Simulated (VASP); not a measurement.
# SrTiO3 (Pm-3m) in VASP: notebook, part 2 of 2

VASP 6.6.1. Earlier steps stand in the parts before.

## Step 3: Band structure, r2SCAN

The input, INCAR:

```
PREC = Accurate
ENCUT = 520
EDIFF = 1E-6
ISMEAR = 0
SIGMA = 0.02
LREAL = F
LASPH = T
NELM = 80
ALGO = Normal
ISIF = 2
LWAVE = F
LCHARG = F
LMAXMIX = 4
METAGGA = R2SCAN
LMIXTAU = T
```

The input, KPOINTS:

```
regular mesh
0
Gamma
  8 8 8
```

The input, POSCAR:

```
SrTiO3
1.0
    3.8946700000      0.0000000000      0.0000000000
    0.0000000000      3.8946700000      0.0000000000
    0.0000000000      0.0000000000      3.8946700000
Sr Ti O
1 1 3
Direct
    0.0000000000      0.0000000000      0.0000000000
    0.5000000000      0.5000000000      0.5000000000
    0.5000000000      0.0000000000      0.5000000000
    0.5000000000      0.5000000000      0.0000000000
    0.0000000000      0.5000000000      0.5000000000
```

The input, KPOINTS_OPT:

```
path GXMGRX,MR
15
line-mode
reciprocal
 0.0000000000  0.0000000000  0.0000000000  G
 0.0000000000  0.5000000000  0.0000000000  X

 0.0000000000  0.5000000000  0.0000000000  X
 0.5000000000  0.5000000000  0.0000000000  M

 0.5000000000  0.5000000000  0.0000000000  M
 0.0000000000  0.0000000000  0.0000000000  G

 0.0000000000  0.0000000000  0.0000000000  G
 0.5000000000  0.5000000000  0.5000000000  R

 0.5000000000  0.5000000000  0.5000000000  R
 0.0000000000  0.5000000000  0.0000000000  X

 0.5000000000  0.5000000000  0.0000000000  M
 0.5000000000  0.5000000000  0.5000000000  R
```

Potentials or basis: VASP PAW PBE potentials, release 64 (Sr_sv, Ti_sv, O).

On the command line:

```bash
> cat potpaw_PBE.64/Sr_sv/POTCAR potpaw_PBE.64/Ti_sv/POTCAR potpaw_PBE.64/O/POTCAR > POTCAR
> mpirun -np 1 vasp_std > vasp.out
```

OUTCAR:

```text
PREC = Accurate
   ENCUT = 520
   EDIFF = 1E-6
   ISMEAR = 0
   LREAL = F
   LASPH = T
   NELM = 80
   ISIF = 2
   METAGGA = R2SCAN

 ion  position               nearest neighbor table
   1  0.000  0.000  0.000-   3 2.75   4 2.75   5 2.75   3 2.75   5 2.75   4 2.75   5 2.75   5 2.75
                             3 2.75   4 2.75   3 2.75   4 2.75   2 3.37   2 3.37   2 3.37   2 3.37
   2  0.500  0.500  0.500-   3 1.95   4 1.95   5 1.95   4 1.95   3 1.95   5 1.95   1 3.37   1 3.37
                             1 3.37   1 3.37   1 3.37   1 3.37   1 3.37   1 3.37
   3  0.500  0.000  0.500-   2 1.95   2 1.95   1 2.75   1 2.75   1 2.75   1 2.75
   4  0.500  0.500  0.000-   2 1.95   2 1.95   1 2.75   1 2.75   1 2.75   1 2.75
   5  0.000  0.500  0.500-   2 1.95   2 1.95   1 2.75   1 2.75   1 2.75   1 2.75

  LATTYP: Found a simple cubic cell.
 ALAT       =     3.8946700000

  Lattice vectors:

 A1 = (   3.8946700000,   0.0000000000,   0.0000000000)
 A2 = (   0.0000000000,   3.8946700000,   0.0000000000)
 A3 = (   0.0000000000,   0.0000000000,   3.8946700000)

Analysis of symmetry for initial positions (statically):
=====================================================================
 Subroutine PRICEL returns:
 Original cell was already a primitive cell.

 Routine SETGRP: Setting up the symmetry group for a
 simple cubic supercell.

 Subroutine GETGRP returns: Found 48 space group operations
 (whereof 48 operations were pure point group operations)
 out of a pool of 48 trial point group operations.

The static configuration has the point symmetry O_h .

Analysis of symmetry for dynamics (positions and initial velocities):
=====================================================================
 Subroutine PRICEL returns:
 Original cell was already a primitive cell.

 Routine SETGRP: Setting up the symmetry group for a
 simple cubic supercell.

 Subroutine GETGRP returns: Found 48 space group operations
 (whereof 48 operations were pure point group operations)
 out of a pool of 48 trial point group operations.
[... 130 lines left out ...]
  Thomas-Fermi vector in A             =   2.556619
   LORBIT       =      0    0 simple, 1 ext, 2 COOP (PROOUT), +10 PAW based schemes
   METAGGA = R2SCAN    functional components
   LHFCALC =     F    Hartree Fock is set to
   AEXX    =    0.0000 exact exchange contribution
   IVDW    =     0    specifies the selected vdW correction
   LEPSILON=     F    determine dielectric tensor
   LRPA    =     F    only Hartree local field effects (RPA)
 non-spin polarized calculation
 Gauss-broadening in eV      SIGMA  =   0.02
  energy-cutoff  :      520.00
  volume of cell :       59.08
 maximum number of plane-waves:      1622
 NGX is ok and might be reduce to    30
   NGX = 15   NGY = 15   NGZ = 15

 number of electron      40.0000011 magnetization

 Free energy of the ion-electron system (eV)
  ---------------------------------------------------
  ext. energy  EPLUGINS =         0.00000000
  ---------------------------------------------------
  free energy    TOTEN  =       -63.32233726 eV

  energy without entropy =      -63.32233726  energy(sigma->0) =      -63.32233726

 E-fermi :   4.1558     XC(G=0): -11.9801

 val. band max:        3.9140639176   @ k =   0.5000   0.5000   0.5000
 cond. band min:       6.2086405820   @ k =   0.0000   0.0000   0.0000
 fundamental gap:      2.2945766644
 Fermi energy:         4.1557534978

 k-point     1 :       0.0000    0.0000    0.0000
  band No.  band energies     occupation
      1     -54.7208      2.00000
      2     -29.9313      2.00000
      3     -29.9239      2.00000
      4     -29.9239      2.00000
      5     -29.9239      2.00000
      6     -14.5331      2.00000
[... 637 lines left out ...]
     23       8.5397      0.00000
     24      10.1209      0.00000

 [... further k-points ...]

------------------------ aborting loop because EDIFF is reached ----------------------------------------

  FORCE on cell =-STRESS in cart. coord.  units (eV):
  Direction    XX          YY          ZZ          XY          YZ          ZX
  --------------------------------------------------------------------------------------
  -------------------------------------------------------------------------------------
  Total        1.0239914      1.0239914      1.0239914      0.0000000      0.0000000     -0.0000000
  in kB       27.7712157     27.7712157     27.7712157      0.0000000      0.0000000     -0.0000000
  external PRESSURE =      27.7712157 kB  Pullay stress =       0.0000000 kB

 VOLUME and BASIS-vectors are now :
 -----------------------------------------------------------------------------
  energy-cutoff  :      520.00
  volume of cell :       59.08
      direct lattice vectors                 reciprocal lattice vectors
     3.894670000  0.000000000  0.000000000     0.256761163  0.000000000  0.000000000
     0.000000000  3.894670000  0.000000000     0.000000000  0.256761163  0.000000000
     0.000000000  0.000000000  3.894670000     0.000000000  0.000000000  0.256761163

 POSITION                                       TOTAL-FORCE (eV/Angst)
 -----------------------------------------------------------------------------------
      0.00000      0.00000      0.00000         0.000000      0.000000      0.000000
      1.94734      1.94734      1.94734         0.000000      0.000000      0.000000
      1.94734      0.00000      1.94734         0.000000      0.000000      0.000000
      1.94734      1.94734      0.00000         0.000000      0.000000      0.000000
      0.00000      1.94734      1.94734         0.000000      0.000000      0.000000
 -----------------------------------------------------------------------------------
    total drift:                                0.000000      0.000000     -0.000000

  FREE ENERGIE OF THE ION-ELECTRON SYSTEM (eV)
  ---------------------------------------------------
  free  energy   TOTEN  =       -63.3223372626 eV

  energy  without entropy=      -63.3223372626  energy(sigma->0) =      -63.32233726
```

Wall time 4.5 min (1 thread of AMD EPYC 9R45 (Zen 5), shared host); peak memory 0.19 GiB.

What came out:

```yaml
Free_energy: -63.3223 eV
Pressure: 2.8 GPa
Band_gap_on_the_k_mesh: 2.29 eV, indirect (least direct gap 2.67 eV)
Band_gap_along_the_path: 2.29 eV, indirect (least direct gap 2.67 eV)
```

Levels at the corners of the path, in eV from the valence-band top:
```
point  band 17  band 18  band 19  band 20  band 21  band 22  band 23  band 24
    Γ    -1.23    -0.38    -0.38    -0.38     2.29     2.29     2.29     4.66
    X    -2.38    -2.03    -0.77    -0.77     2.46     4.22     4.22     4.68
    X    -2.38    -2.03    -0.77    -0.77     2.46     4.22     4.22     4.68
    M    -1.79    -1.62    -1.62    -0.09     4.23     4.23     4.72     5.72
    M    -1.79    -1.62    -1.62    -0.09     4.23     4.23     4.72     5.72
    Γ    -1.23    -0.38    -0.38    -0.38     2.29     2.29     2.29     4.66
    Γ    -1.23    -0.38    -0.38    -0.38     2.29     2.29     2.29     4.66
    R    -3.82     0.00     0.00     0.00     4.94     4.94     4.94     7.67
    R    -3.82     0.00     0.00     0.00     4.94     4.94     4.94     7.67
    X    -2.38    -2.03    -0.77    -0.77     2.46     4.22     4.22     4.68
    M    -1.79    -1.62    -1.62    -0.09     4.23     4.23     4.72     5.72
    R    -3.82     0.00     0.00     0.00     4.94     4.94     4.94     7.67
```

Caveat: the PAW data sets were made with another functional, which shifts forces and pressure a little.

## Step 4: Band structure, TB-mBJ

POSCAR is that of step 3.

The input, INCAR.step1:

```
PREC = Accurate
ENCUT = 520
EDIFF = 1E-5
ISMEAR = 0
SIGMA = 0.02
LREAL = F
LASPH = T
NELM = 80
ALGO = Normal
ISIF = 2
LWAVE = T
LCHARG = F
LMAXMIX = 4
GGA = PE
```

The input, INCAR.step2:

```
PREC = Accurate
ENCUT = 520
EDIFF = 1E-6
ISMEAR = 0
SIGMA = 0.02
LREAL = F
LASPH = T
NELM = 80
ALGO = Normal
ISIF = 2
LWAVE = F
LCHARG = F
LMAXMIX = 4
METAGGA = MBJ
ISTART = 1
```

KPOINTS is that of step 3.

KPOINTS_OPT is that of step 3.

Potentials or basis: VASP PAW PBE potentials, release 64 (Sr_sv, Ti_sv, O).

On the command line:

```bash
> cat potpaw_PBE.64/Sr_sv/POTCAR potpaw_PBE.64/Ti_sv/POTCAR potpaw_PBE.64/O/POTCAR > POTCAR
> cp INCAR.step1 INCAR
> mpirun -np 1 vasp_std > vasp.out
> cp INCAR.step2 INCAR
> mpirun -np 1 vasp_std > vasp.out
```

OUTCAR:

```text
PREC = Accurate
   ENCUT = 520
   EDIFF = 1E-6
   ISMEAR = 0
   LREAL = F
   LASPH = T
   NELM = 80
   ISIF = 2
   METAGGA = MBJ
   ISTART = 1

 ion  position               nearest neighbor table
   1  0.000  0.000  0.000-   3 2.75   4 2.75   5 2.75   3 2.75   5 2.75   4 2.75   5 2.75   5 2.75
                             3 2.75   4 2.75   3 2.75   4 2.75   2 3.37   2 3.37   2 3.37   2 3.37
   2  0.500  0.500  0.500-   3 1.95   4 1.95   5 1.95   4 1.95   3 1.95   5 1.95   1 3.37   1 3.37
                             1 3.37   1 3.37   1 3.37   1 3.37   1 3.37   1 3.37
   3  0.500  0.000  0.500-   2 1.95   2 1.95   1 2.75   1 2.75   1 2.75   1 2.75
   4  0.500  0.500  0.000-   2 1.95   2 1.95   1 2.75   1 2.75   1 2.75   1 2.75
   5  0.000  0.500  0.500-   2 1.95   2 1.95   1 2.75   1 2.75   1 2.75   1 2.75

  LATTYP: Found a simple cubic cell.
 ALAT       =     3.8946700000

  Lattice vectors:

 A1 = (   3.8946700000,   0.0000000000,   0.0000000000)
 A2 = (   0.0000000000,   3.8946700000,   0.0000000000)
 A3 = (   0.0000000000,   0.0000000000,   3.8946700000)

Analysis of symmetry for initial positions (statically):
=====================================================================
 Subroutine PRICEL returns:
 Original cell was already a primitive cell.

 Routine SETGRP: Setting up the symmetry group for a
 simple cubic supercell.

 Subroutine GETGRP returns: Found 48 space group operations
 (whereof 48 operations were pure point group operations)
 out of a pool of 48 trial point group operations.

The static configuration has the point symmetry O_h .

Analysis of symmetry for dynamics (positions and initial velocities):
=====================================================================
 Subroutine PRICEL returns:
 Original cell was already a primitive cell.

 Routine SETGRP: Setting up the symmetry group for a
 simple cubic supercell.

 Subroutine GETGRP returns: Found 48 space group operations
 (whereof 48 operations were pure point group operations)
 out of a pool of 48 trial point group operations.

The dynamic configuration has the point symmetry O_h .

 Subroutine INISYM returns: Found 48 space group operations
 (whereof 48 operations are pure point group operations),
 and found     1 'primitive' translations

----------------------------------------------------------------------------------------

                                     Primitive cell

  volume of cell :      59.0761

  direct lattice vectors                    reciprocal lattice vectors
     3.894670000  0.000000000  0.000000000     0.256761163  0.000000000  0.000000000
     0.000000000  3.894670000  0.000000000     0.000000000  0.256761163  0.000000000
     0.000000000  0.000000000  3.894670000     0.000000000  0.000000000  0.256761163

  length of vectors
     3.894670000  3.894670000  3.894670000     0.256761163  0.256761163  0.256761163

  position of ions in fractional coordinates (direct lattice)
     0.000000000  0.000000000  0.000000000
     0.500000000  0.500000000  0.500000000
     0.500000000  0.000000000  0.500000000
     0.500000000  0.500000000  0.000000000
     0.000000000  0.500000000  0.500000000

  ion indices of the primitive-cell ions
   primitive index   ion index
[... 34 lines left out ...]
  0.000000  0.000000  0.000000      1.000000
  0.125000  0.000000  0.000000      6.000000
  0.250000  0.000000  0.000000      6.000000
  0.375000  0.000000  0.000000      6.000000
  0.500000  0.000000  0.000000      3.000000
  0.125000  0.125000  0.000000     12.000000
[... 16 lines left out ...]
  0.375000  0.375000  0.125000     24.000000
  0.500000  0.375000  0.125000     24.000000
 [... further k-points ...]
   k-points           NKPTS =     35   k-points in BZ     NKDIM =     35   number of bands    NBANDS=     24
   number of dos      NEDOS =    301   number of ions     NIONS =      5
   total plane-waves  NPLWV =  27000
   dimension x,y,z NGX =    30 NGY =   30 NGZ =   30
   dimension x,y,z NGXF=    60 NGYF=   60 NGZF=   60
   ions per type =               1   1   3
   NGX,Y,Z   is equivalent  to a cutoff of  12.81, 12.81, 12.81 a.u.
   NGXF,Y,Z  is equivalent  to a cutoff of  25.61, 25.61, 25.61 a.u.
 SYSTEM =  unknown system
   PREC   = accura    normal or accurate (medium, high low for compatibility)
   ISTART =      1    job   : 0-new  1-cont  2-samecut
   ICHARG =      0    charge: 1-file 2-atom 10-const
   ISPIN  =      1    spin polarized calculation?
   LNONCOLLINEAR =      F non collinear calculations
   LSORBIT =      F    spin-orbit coupling
   LASPH  =      T    aspherical Exc in radial PAW
   ENCUT  =  520.0 eV  38.22 Ry    6.18 a.u.   7.24  7.24  7.24*2*pi/ulx,y,z
   NELM   =     80;   NELMIN=  2; NELMDL=  0     # of ELM steps
   EDIFF  = 0.1E-05   stopping-criterion for ELM
   LREAL  =      F    real-space projection
   EDIFFG = 0.1E-04   stopping-criterion for IOM
   NSW    =      0    number of steps for IOM
   IBRION =     -1    ionic relax: 0-MD 1-quasi-New 2-CG
   NFREE  =      0    steps in history (QN), initial steepest desc. (CG)
   ISIF   =      2    stress and relaxation
   ISYM   =      2    0-nonsym 1-usesym 2-fastsym
   POTIM  = 0.5000    time-step for ionic-motion
   TEBEG  =    0.0;   TEEND  =   0.0 temperature during run
   PSTRESS=    0.0 pullay stress
   NELECT =      40.0000    total number of electrons
   NUPDOWN=      -1.0000    fix difference up-down
   EMIN   =  10.00;   EMAX   =-10.00  energy-range for DOS
   EFERMI =   0.00;   METHOD = LEGACY
   ISMEAR =     0;   SIGMA  =   0.02  broadening in eV -4-tet -1-fermi 0-gaus
   EFERMI_NEDOS =   21; number of points for ismear=-14 and -15
   IALGO  =     38    algorithm
   IMIX   =      4    mixing-type and parameters
     AMIX     =   0.40;   BMIX     =  1.00
     AMIX_MAG =   1.60;   BMIX_MAG =  1.00
  volume/ion in A,a.u.               =      11.82        79.73
  Fermi-wavevector in a.u.,A,eV,Ry     =   1.437554  2.716583 28.117276  2.066561
  Thomas-Fermi vector in A             =   2.556619
   LORBIT       =      0    0 simple, 1 ext, 2 COOP (PROOUT), +10 PAW based schemes
   METAGGA = MBJ    functional components
   LHFCALC =     F    Hartree Fock is set to
   AEXX    =    0.0000 exact exchange contribution
   IVDW    =     0    specifies the selected vdW correction
   LEPSILON=     F    determine dielectric tensor
   LRPA    =     F    only Hartree local field effects (RPA)
 non-spin polarized calculation
 Gauss-broadening in eV      SIGMA  =   0.02
  energy-cutoff  :      520.00
  volume of cell :       59.08
 maximum number of plane-waves:      1622
 NGX is ok and might be reduce to    30
   NGX = 15   NGY = 15   NGZ = 15

 number of electron      40.0000010 magnetization

 Free energy of the ion-electron system (eV)
  ---------------------------------------------------
  ext. energy  EPLUGINS =         0.00000000
  ---------------------------------------------------
  free energy    TOTEN  =       221.89720708 eV

  energy without entropy =      221.89720708  energy(sigma->0) =      221.89720708

 E-fermi :   5.0126     XC(G=0): -10.4915

 val. band max:        4.7582673218   @ k =   0.5000   0.5000   0.5000
 cond. band min:       7.6049132748   @ k =   0.0000   0.0000   0.0000
 fundamental gap:      2.8466459530
 Fermi energy:         5.0125514611

 k-point     1 :       0.0000    0.0000    0.0000
  band No.  band energies     occupation
      1     -52.7726      2.00000
      2     -28.5460      2.00000
      3     -28.2349      2.00000
      4     -28.2349      2.00000
      5     -28.2349      2.00000
      6     -13.7686      2.00000
[... 637 lines left out ...]
     23       9.7081      0.00000
     24      10.6696      0.00000

 [... further k-points ...]

------------------------ aborting loop because EDIFF is reached ----------------------------------------

  FORCE on cell =-STRESS in cart. coord.  units (eV):
  Direction    XX          YY          ZZ          XY          YZ          ZX
  --------------------------------------------------------------------------------------
  -------------------------------------------------------------------------------------
  Total     -108.2679496   -108.2679496   -108.2679496     -0.0000000     -0.0000000     -0.0000000
  in kB    -2936.2869753  -2936.2869753  -2936.2869753     -0.0000000     -0.0000000     -0.0000000
  external PRESSURE =   -2936.2869753 kB  Pullay stress =       0.0000000 kB

 VOLUME and BASIS-vectors are now :
 -----------------------------------------------------------------------------
  energy-cutoff  :      520.00
  volume of cell :       59.08
      direct lattice vectors                 reciprocal lattice vectors
     3.894670000  0.000000000  0.000000000     0.256761163  0.000000000  0.000000000
     0.000000000  3.894670000  0.000000000     0.000000000  0.256761163  0.000000000
     0.000000000  0.000000000  3.894670000     0.000000000  0.000000000  0.256761163

 POSITION                                       TOTAL-FORCE (eV/Angst)
 -----------------------------------------------------------------------------------
      0.00000      0.00000      0.00000         0.000000      0.000000      0.000000
      1.94734      1.94734      1.94734         0.000000      0.000000      0.000000
      1.94734      0.00000      1.94734         0.000000      0.000000      0.000000
      1.94734      1.94734      0.00000         0.000000      0.000000      0.000000
      0.00000      1.94734      1.94734         0.000000      0.000000      0.000000
 -----------------------------------------------------------------------------------
    total drift:                                0.000000      0.000000     -0.000000

  FREE ENERGIE OF THE ION-ELECTRON SYSTEM (eV)
  ---------------------------------------------------
  free  energy   TOTEN  =       221.8972070828 eV

  energy  without entropy=      221.8972070828  energy(sigma->0) =      221.89720708
```

Wall time 3.7 min (1 thread of AMD EPYC 9R45 (Zen 5), shared host); peak memory 0.21 GiB.

What came out:

```
Band gap on the k mesh  : 2.85 eV, indirect (least direct gap 3.26 eV)
Band gap along the path : 2.85 eV, indirect (least direct gap 3.26 eV)
```

Levels at the corners of the path, in eV from the valence-band top:
| point | band 18 | band 19 | band 20 | band 21 | band 22 | band 23 |
| --- | --- | --- | --- | --- | --- | --- |
| Γ | -0.42 | -0.42 | -0.42 | 2.85 | 2.85 | 2.85 |
| X | -1.71 | -0.76 | -0.76 | 2.99 | 4.33 | 4.50 |
| X | -1.71 | -0.76 | -0.76 | 2.99 | 4.33 | 4.50 |
| M | -1.45 | -1.45 | -0.08 | 4.51 | 4.51 | 5.05 |
| M | -1.45 | -1.45 | -0.08 | 4.51 | 4.51 | 5.05 |
| Γ | -0.42 | -0.42 | -0.42 | 2.85 | 2.85 | 2.85 |
| Γ | -0.42 | -0.42 | -0.42 | 2.85 | 2.85 | 2.85 |
| R | 0.00 | 0.00 | 0.00 | 5.20 | 5.20 | 5.20 |
| R | 0.00 | 0.00 | 0.00 | 5.20 | 5.20 | 5.20 |
| X | -1.71 | -0.76 | -0.76 | 2.99 | 4.33 | 4.50 |
| M | -1.45 | -1.45 | -0.08 | 4.51 | 4.51 | 5.05 |
| R | 0.00 | 0.00 | 0.00 | 5.20 | 5.20 | 5.20 |

Caveat: the PAW data sets were made with another functional, which shifts forces and pressure a little.

## Step 5: Overview

```csv
level,gap on the mesh (eV),pressure (GPa)
PBEsol,1.82,0.1
r2SCAN,2.29,2.8
TB-mBJ,2.85,-
```

Alike in all rows: task band structure; potentials or basis VASP PAW PBE potentials, release 64 (Sr_sv, Ti_sv, O); no spin polarisation; cell as given; k mesh 8 × 8 × 8; cutoff (eV) 520; smearing gaussian 0.02 eV.

On the cell as given the gap runs from 1.82 eV (PBEsol) to 2.85 eV (TB-mBJ).

Caveats: the PAW data sets were made with another functional, which shifts forces and pressure a little.

Total energies depend on the potentials used, so only differences within one code and one set of settings carry meaning.
